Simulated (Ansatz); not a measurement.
# Li5NbO5: the cost of one run

Method: DFT PBEsol, scalar-relativistic, plane waves, PAW, in Ansatz 0.2.0.

1 further run of the same task is left out (set aside as unsound or not needed).

## Step 1: The system as given

It takes space group C2/m (No. 12, monoclinic). The conventional cell has a = 9.649 Å, b = 4.008 Å, c = 5.777 Å, α = 90.00°, β = 108.75°, γ = 90.00°. Around Li (site symmetry m) lie 4 O at 1.93 to 2.06 Å. Around Li (site symmetry m) lie 5 O at 1.97 to 2.23 Å. Around Li (site symmetry 2/m) lie 4 O at 1.96 to 2.11 Å. Nb (site symmetry 2/m) is surrounded by 6 O at 1.97 to 2.00 Å. Around O (site symmetry m) lie 5 Li at 1.93 to 2.05 Å and 1 Nb at 1.98 Å. O (site symmetry m) is surrounded by 5 Li at 1.96 to 2.11 Å and 1 Nb at 1.97 Å. O (site symmetry 2/m) has 2 Nb at 2.00 Å and 2 Li at 2.23 Å in its first shell of neighbours.

Structure file:

```cif
data_structure
_symmetry_space_group_name_H-M 'P 1'
_symmetry_Int_Tables_number 1
_cell_length_a 5.2239
_cell_length_b 5.2239
_cell_length_c 5.7768
_cell_angle_alpha 107.267
_cell_angle_beta 107.267
_cell_angle_gamma 45.116
_cell_volume 105.77
loop_
_atom_site_label
_atom_site_type_symbol
_atom_site_fract_x
_atom_site_fract_y
_atom_site_fract_z
_atom_site_occupancy
Li1 Li 0.71117 0.71117 0.34325 1
Li2 Li 0.69058 0.69058 0.86211 1
Li3 Li 0.00000 0.00000 0.50000 1
Li4 Li 0.30942 0.30942 0.13789 1
Li5 Li 0.28883 0.28883 0.65675 1
Nb1 Nb 0.00000 0.00000 0.00000 1
O1 O 0.85361 0.85361 0.17383 1
O2 O 0.84234 0.84234 0.68178 1
O3 O 0.50000 0.50000 0.00000 1
O4 O 0.15766 0.15766 0.31822 1
O5 O 0.14639 0.14639 0.82617 1
```

It goes back to an entry of the Materials Project, which need not be the stable form.

This cell was relaxed beforehand with the same method: volume 9.62 Å³/atom, gap on the mesh 3.19 eV.

## Step 2: Static run: bands, density of states and charges

File input.yaml:

```yaml
crystal:
  lattice:
    - [4.8242578815, -2.0039867658, 0.0032472178]
    - [4.8242578815, 2.0039867658, 0.0032472178]
    - [-1.8604007103, 0.0, 5.46898579]
  atoms:
    - { symbol: Li, position: [0.7111738971, 0.7111738971, 0.3432548304] }
    - { symbol: Li, position: [0.6905813634, 0.6905813634, 0.8621088029] }
    - { symbol: Li, position: [0.0, 0.0, 0.5] }
    - { symbol: Li, position: [0.3094186366, 0.3094186366, 0.1378911971] }
    - { symbol: Li, position: [0.2888261029, 0.2888261029, 0.6567451696] }
    - { symbol: Nb, position: [0.0, 0.0, 0.0] }
    - { symbol: O, position: [0.8536121899, 0.8536121899, 0.1738324255] }
    - { symbol: O, position: [0.8423433873, 0.8423433873, 0.6817848346] }
    - { symbol: O, position: [0.5, 0.5, 0.0] }
    - { symbol: O, position: [0.1576566127, 0.1576566127, 0.3182151654] }
    - { symbol: O, position: [0.1463878101, 0.1463878101, 0.8261675745] }
basis:
  ecutwfc: 420
kpoints:
  mp_grid: { grid: [6, 6, 4] }
  band_path:
    path:
      - [[0.0, 0.0, 0.0], [-0.29810875, 0.29810875, 0.0]]
      - [[-0.70189125, -0.29810875, 0.0], [-0.5, -0.5, 0.0], [0.0, 0.0, 0.0], [-0.5, -0.5, 0.5], [-0.7277176, -0.2722824, 0.5]]
      - [[-0.2722824, 0.2722824, 0.5], [0.0, 0.0, 0.5], [0.0, 0.0, 0.0]]
      - [[-0.5, 0.0, 0.5], [0.0, 0.0, 0.0], [-0.5, 0.0, 0.0]]
    npoints: 10
hamiltonian:
  xc: pbesol
scf:
  occupations: { method: gaussian, width: 0.02 }
  n_extra_bands: 27
output:
  forces: true
  stress: true
  eigenvalues: true
  populations: true
  dos: { projected: true, de: 0.02, nscf_kmesh: { grid: [9, 9, 6] } }
  bader: false
```

Launch:

```sh
$ ansatz run input.yaml --threads 2 --pin off --max-ram 5120MiB --backend cpu --events-out ev --progress --plain --runs-dir out
```

Q: Estimate wall time and peak memory on 2 threads of Arm Neoverse V2, shared host.

About 29 s, with a peak of 0.7 GiB.
